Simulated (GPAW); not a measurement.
# MoS2 (P-3m1) in GPAW: a series of runs

One crystal, MoS2, is run at these levels: r2SCAN; tasks: single point.

Everything below comes from runs of GPAW 26.7.0. Logs are shortened: lines on timing, memory, paths and dates and some standing lists are left out, and cuts for length are marked. The log counts tension as positive stress, the text compression.

## (1) The crystal as given

The structure is trigonal, space group P-3m1 (No. 164). Conventional cell: a = 3.227 Å, b = 3.227 Å, c = 6.312 Å, α = 90.00°, β = 90.00°, γ = 120.00°. Around Mo (site symmetry -3m) lie 6 S at 2.42 Å. S (site symmetry 3m) has 3 Mo at 2.42 Å as nearest neighbours.

Measurements of this composition are mostly on another form, of space group No. 194.

## (2) Single point, r2SCAN

run.py

```python
from ase.dft.bandgap import bandgap
from ase.io import write
from ase.spacegroup import crystal
from ase.units import GPa
from gpaw import GPAW, PW

# Mo 1b
# S 2d
atoms = crystal(['Mo', 'S'],
                basis=[[0.0, 0.0, 0.5],
                       [0.6666666667, 0.3333333333, 0.74468068]],
                spacegroup=164, setting=1,  # P-3m1
                cellpar=[3.22746456, 3.22746456, 6.31247342, 90.0, 90.0, 120.0],
                primitive_cell=True)

calc = GPAW(mode=PW(450),
            xc='MGGA_X_R2SCAN+MGGA_C_R2SCAN',
            kpts={'size': (8, 8, 4), 'gamma': True},
            occupations={'name': 'fermi-dirac', 'width': 0.05},
            nbands=25,
            maxiter=120,
            txt='gpaw.txt')
atoms.calc = calc
energy = atoms.get_potential_energy()
forces = atoms.get_forces()
stress = atoms.get_stress()
calc.write('gs.gpw')
write('result.traj', atoms)
print(f'Energy: {energy:.6f} eV')
print('Forces (eV/A):')
print(forces.round(4))
print('Stress (GPa):', (stress / GPa).round(3))
print('Fermi level:', round(calc.get_fermi_level(), 4), 'eV')
print(f'Gap: {bandgap(calc)[0]:.4f} eV, direct: {bandgap(calc, direct=True)[0]:.4f} eV')
```

Potentials or basis: GPAW PAW data sets (gpaw-data 1.2.1), pw.

Started as:

```sh
$ OMP_NUM_THREADS=1 python run.py
```

gpaw.txt:

```text
__  _  _
 | _ |_)|_||  |
 |__||  | ||/\| - 26.7.0

Input parameters:
  mode=PW(ecut=450.00000000000006),
  kpts=MonkhorstPack(size=(8, 8, 4), gamma=True),
  maxiter=120,
  nbands=25,
  occupations=Occupations(name='fermi-dirac', width=0.05),
  xc=XC(name='MGGA_X_R2SCAN+MGGA_C_R2SCAN')

Diagonalizing LCAO Hamiltonian
Converting LCAO to pw mode

            S

       Mo
         S

Atoms  # Å, Bohr magnetons
|   | symbol |         x |        y |        z |    initial magnetic moments |
|---|--------|-----------|----------|----------|-----------------------------|
| 0 |     Mo |  0.000000 | 0.000000 | 3.156237 | ( 0.0000,  0.0000,  0.0000) |
| 1 |      S |  1.613732 | 0.931689 | 4.700777 | ( 0.0000,  0.0000,  0.0000) |
| 2 |      S | -0.000000 | 1.863378 | 1.611696 | ( 0.0000,  0.0000,  0.0000) |

Unit cell  # Å
| periodic |         x |        y |        z |  lengths |     angles |
|----------|-----------|----------|----------|----------|------------|
|      yes |  3.227465 | 0.000000 | 0.000000 | 3.227465 |  90.000000 |
|      yes | -1.613732 | 2.795066 | 0.000000 | 3.227465 |  90.000000 |
|      yes |  0.000000 | 0.000000 | 6.312473 | 6.312473 | 120.000000 |

Number of symmetries: 12
Symmetry operations  # r_c * U_cc + t_c -> r_c
|    | kind |            matrix            |
|----|------|------------------------------|
|  0 |  σ   |  1, 1, 0,  0,-1, 0,  0, 0, 1 |
|  1 |  S6  |  1, 1, 0, -1, 0, 0,  0, 0,-1 |
|  2 |  E   |  1, 0, 0,  0, 1, 0,  0, 0, 1 |
|  3 |  C2  |  1, 0, 0, -1,-1, 0,  0, 0,-1 |
|  4 |  C2  |  0, 1, 0,  1, 0, 0,  0, 0,-1 |
|  5 |  C3  |  0, 1, 0, -1,-1, 0,  0, 0, 1 |
|  6 |  S6  |  0,-1, 0,  1, 1, 0,  0, 0,-1 |
|  7 |  σ   |  0,-1, 0, -1, 0, 0,  0, 0, 1 |
|  8 |  σ   | -1, 0, 0,  1, 1, 0,  0, 0, 1 |
|  9 |  i   | -1, 0, 0,  0,-1, 0,  0, 0,-1 |
| 10 |  C3  | -1,-1, 0,  1, 0, 0,  0, 0, 1 |
| 11 |  C2  | -1,-1, 0,  0, 1, 0,  0, 0,-1 |

BZ-sampling:
  Number of BZ points: 256
  Number of IBZ points: 35

  Monkhorst-Pack size: [8, 8, 4]
  Monkhorst-Pack shift: [0.0625, 0.0625, 0.125]

K-points  # in reciprocal-cell coordinates
|     |                                coordinates |     weight |
|-----|--------------------------------------------|------------|
|   0 | (  0.00000000,   0.00000000,   0.00000000) | 0.00390625 |
|   1 | (  0.00000000,   0.00000000,   0.25000000) | 0.00781250 |
|   2 | (  0.00000000,   0.00000000,   0.50000000) | 0.00390625 |
|   3 | (  0.12500000,   0.00000000,  -0.25000000) | 0.02343750 |
|   4 | (  0.12500000,   0.00000000,   0.00000000) | 0.02343750 |
|   5 | (  0.12500000,   0.00000000,   0.25000000) | 0.02343750 |
|   6 | (  0.12500000,   0.00000000,   0.50000000) | 0.02343750 |
|   7 | (  0.25000000,  -0.12500000,   0.00000000) | 0.02343750 |
|   8 | (  0.25000000,  -0.12500000,   0.25000000) | 0.04687500 |
|   9 | (  0.25000000,  -0.12500000,   0.50000000) | 0.02343750 |
| ... |                                            |            |
|  34 | (  0.50000000,   0.50000000,   0.50000000) | 0.01171875 |

Plane wave coefficients: 1257
Cutoff: 450.00000000000006 eV

Spin-components: 1 (collinear spins)
Bands:           25
Projectors:      16
Spin-degeneracy: 2
Datatype:        complex128

Parallelization:
  kpt:    1
  domain: 1
  band:   1

Density:
  Valence electrons: 26.0
  Components: 1
  Grid points: [16 16 32]
  Charge: 0.0  # |e|

Potential:
  Grid points: [16 16 32]

species:
  Mo:
    name:    Molybdenum
    Z:       42.0
    valence: 14
    core:    28
    charge:  0.0  # [|e|]
    compensation charges:
      type: gauss
      rc: 0.38  # [Å]
      lmax: 2
    cutoffs:
      filter: 2.16  # [Å]
      core: 1.42  # [Å]
    projectors
    | kind |    occ | energy [eV] | rcut [Å] |
    |------|--------|-------------|----------|
    |   4s |  2.000 |     -64.307 |    1.238 |
    |   5s |  1.000 |      -4.084 |    1.238 |
    |   4p |  6.000 |     -38.491 |    1.296 |
    |   5p |  0.000 |      -1.044 |    1.296 |
    |   4d |  5.000 |      -3.754 |    1.296 |
    |    d |        |      23.458 |    1.296 |

    Using partial waves for Mo as LCAO basis

  S:
    name:    Sulfur
    Z:       16.0
    valence: 6
    core:    10
    charge:  0.0  # [|e|]
    compensation charges:
      type: gauss
      rc: 0.24  # [Å]
      lmax: 2
    cutoffs:
      filter: 1.77  # [Å]
      core: 1.66  # [Å]
    projectors
    | kind |    occ | energy [eV] | rcut [Å] |
    |------|--------|-------------|----------|
    |   3s |  2.000 |     -17.254 |    0.974 |
    |   3p |  4.000 |      -7.008 |    0.979 |
    |    s |        |       9.957 |    0.974 |
    |    p |        |      20.203 |    0.979 |
    |    d |        |       0.000 |    0.900 |

    Using partial waves for S as LCAO basis

Reference energy: -131849.312427  # eV

eigensolver:
  PPCG
  Converge bands: occupied
  niter=2

density mixing:
  MSR1-Mixer
  Pratt-step length: 0.05
  Maximum mixing coefficient: 0.75
  Old densities: 10
  SVD Regularization: 0.005
  Good broyden scale: 1.0
  Trust region scale: 1.0
  Backstep threshold: 4.0
  History deletion threshold: 6.0
  Fourier metric: weight=20.0, sigma=0.015

occupation numbers:
  Fermi-Dirac:
    width: 0.0500  # eV

poisson solver:
  ecut: 3600.0000000000005  # eV

xc functional:
  name: MGGA_X_R2SCAN+MGGA_C_R2SCAN with 2 nearest neighbor stencil

convergence criteria:
- Maximum [total energy] change in last 3 cyles: 0.0005 eV / valence electron
- Maximum integral of absolute [dens]ity change: 0.0001 electrons / valence electron
- Maximum integral of absolute [eigenst]ate change: 4e-08 eV^2 / valence electron
maximum number of iterations: 120

SCF iterations
|iter     | |      energy | eigst |  dens |
|---------|-|-------------|-------|-------|
|iter:   1| |  -49.986161 | +0.41 |       |
|iter:   2| |  -41.713057 | -1.20 | -0.98 |
|iter:   3| |  -40.728065 | -0.95 | -1.03 |
|iter:   4| |  -40.680224 | -1.98 | -1.37 |
|iter:   5| |  -40.667373 | -2.36 | -1.58 |
|iter:   6| |  -40.660112 | -2.94 | -1.88 |
|iter:   7| |  -40.660548c| -4.37 | -2.74 |
|iter:   8| |  -40.660601c| -5.35 | -3.30 |
|iter:   9| |  -40.660599c| -7.04 | -4.06c|
|iter:  10| |  -40.660599c| -7.56c| -4.56c|

Converged in 10 steps
Energy contributions relative to reference atoms: (reference = -131849.312427)

Energy contributions:
  Kinetic:         -14.059978
  Coulomb:           7.781889
  Zero:             -0.495515
  External:          0.000000
  Xc:              -33.880930
  Entropy:          -0.012129
  Spinorbit:         0.000000
  ----------------------------
  Free energy:     -40.666663
  Extrapolated:    -40.660599

dipole moment: (-6.048111, -10.475636, 0.000002)  # |e|*Ang

Fermi level: 7.492
Eigenvalues  # (at kpt = [0.000, 0.000, 0.000])
| band index |      eig [eV] | occ [0-2] |
|------------|---------------|-----------|
|          0 |       -56.404 |     2.000 |
|        ... |               |           |
|          7 |         3.226 |     2.000 |
|          8 |         3.226 |     2.000 |
|          9 |         5.463 |     2.000 |
|         10 |         6.409 |     2.000 |
|         11 |         6.473 |     2.000 |
|         12 |         6.473 |     2.000 |
[... 8 lines left out ...]
|         21 |        18.210 |     0.000 |
|         22 |        20.873 |     0.000 |
|        ... |               |           |
|         24 |        21.298 |     0.000 |

No gap
No difference between direct/indirect transitions

Forces  # eV/Ang
|        x |        y |        z |
|----------|----------|----------|
|  0.00000 |  0.00000 |  0.00000 |  # Mo   0
| -0.00000 | -0.00000 |  0.08552 |  # S    1
|  0.00000 |  0.00000 | -0.08552 |  # S    2

Stress tensor  # eV/Ang^3
|         x |         y |         z |
|-----------|-----------|-----------|
|  0.000340 |  0.000000 |  0.000000 |
| -0.000000 |  0.000340 | -0.000000 |
|  0.000000 | -0.000000 |  0.000048 |

# Writing to gs.gpw (mode='')
```

Wall time 36 s (1 thread of Arm Neoverse V2, shared host); peak memory 0.28 GiB.

What came out:

| Quantity | Value |
| --- | --- |
| Free energy | -40.6667 eV |
| Pressure | 0.0 GPa |
| Largest force | 0.086 eV/Å |
| Band gap on the k mesh | none (metal or under the smearing width) |

Forces on the atoms (eV/Å):
```
Mo   0.000  0.000  0.000
S    0.000  0.000  0.086
S    0.000  0.000 -0.086
```

Caveat: the cutoff is short for stress and forces, so pressures can be off by a GPa or more; the PAW data sets were made with another functional, which shifts forces and pressure a little.

## (3) Single point, r2SCAN (volume scaled by 1.04)

run.py: that of step 2 with these lines changed.

```diff
@@ -1,4 +1,3 @@
 from ase.dft.bandgap import bandgap
-from ase.io import write
-from ase.spacegroup import crystal
+from ase.io import read, write
 from ase.units import GPa
@@ -6,12 +5,5 @@
 
-# Mo 1b
-# S 2d
-atoms = crystal(['Mo', 'S'],
-                basis=[[0.0, 0.0, 0.5],
-                       [0.6666666667, 0.3333333333, 0.74468068]],
-                spacegroup=164, setting=1,  # P-3m1
-                cellpar=[3.22746456, 3.22746456, 6.31247342, 90.0, 90.0, 120.0],
-                primitive_cell=True)
+atoms = read('MoS2.cif')
 
-calc = GPAW(mode=PW(450),
+calc = GPAW(mode=PW(500),
             xc='MGGA_X_R2SCAN+MGGA_C_R2SCAN',
```

MoS2.cif

```cif
data_MoS2
_cell_length_a 3.26993607
_cell_length_b 3.26993607
_cell_length_c 6.39554181
_cell_angle_alpha 90.00000000
_cell_angle_beta 90.00000000
_cell_angle_gamma 120.00000000
_space_group_name_H-M_alt 'P-3m1'
_space_group_name_Hall '-P 3 2"'
_space_group_IT_number 164
loop_
_space_group_symop_operation_xyz
'x,y,z'
'-x,-y,-z'
'-y,x-y,z'
'y,-x+y,-z'
'-x+y,-x,z'
'x-y,x,-z'
'y,x,-z'
'-y,-x,z'
'x-y,-y,-z'
'-x+y,y,z'
'-x,-x+y,-z'
'x,x-y,z'
loop_
_atom_site_label
_atom_site_type_symbol
_atom_site_symmetry_multiplicity
_atom_site_Wyckoff_symbol
_atom_site_fract_x
_atom_site_fract_y
_atom_site_fract_z
_atom_site_occupancy
Mo1 Mo 1 b 0.0000000000 0.0000000000 0.5000000000 1
S1 S 2 d 0.6666666667 0.3333333333 0.7446806800 1
```

Potentials or basis: GPAW PAW data sets (gpaw-data 1.2.1), pw.

Started as:

```sh
$ OMP_NUM_THREADS=1 python run.py
```

It took 80 s on 1 thread of Arm Neoverse V2, shared host; peak memory 0.29 GiB.

It converged, with:

```yaml
Free_energy: -40.6463 eV
Pressure: -4.8 GPa
Largest_force: 0.507 eV/Å
Band_gap_on_the_k_mesh: none (metal or under the smearing width)
```

Forces on the atoms (eV/Å):
```
Mo   0.000  0.000  0.000
S    0.000  0.000 -0.507
S    0.000  0.000  0.507
```

Stress tensor (GPa, compression positive):
```
-4.63  0.00  0.00
 0.00 -4.63  0.00
 0.00  0.00 -5.09
```

Levels at points of the mesh, in eV from the Fermi level:
```
           k point  band 11  band 12  band 13  band 14  band 15  band 16
(0.00, 0.00, 0.00)    -0.99    -0.96    -0.96    -0.47    -0.47     3.14
(0.00, 0.00, 0.50)    -0.96    -0.96    -0.53    -0.53    -0.11     3.28
(0.50, 0.50, 0.00)    -3.33    -1.92    -1.71     0.85     1.65     3.54
(0.50, 0.50, 0.50)    -2.57    -2.03    -1.77     0.85     1.65     3.24
```

Caveat: the cutoff is short for stress and forces, so pressures can be off by a GPa or more; the PAW data sets were made with another functional, which shifts forces and pressure a little.
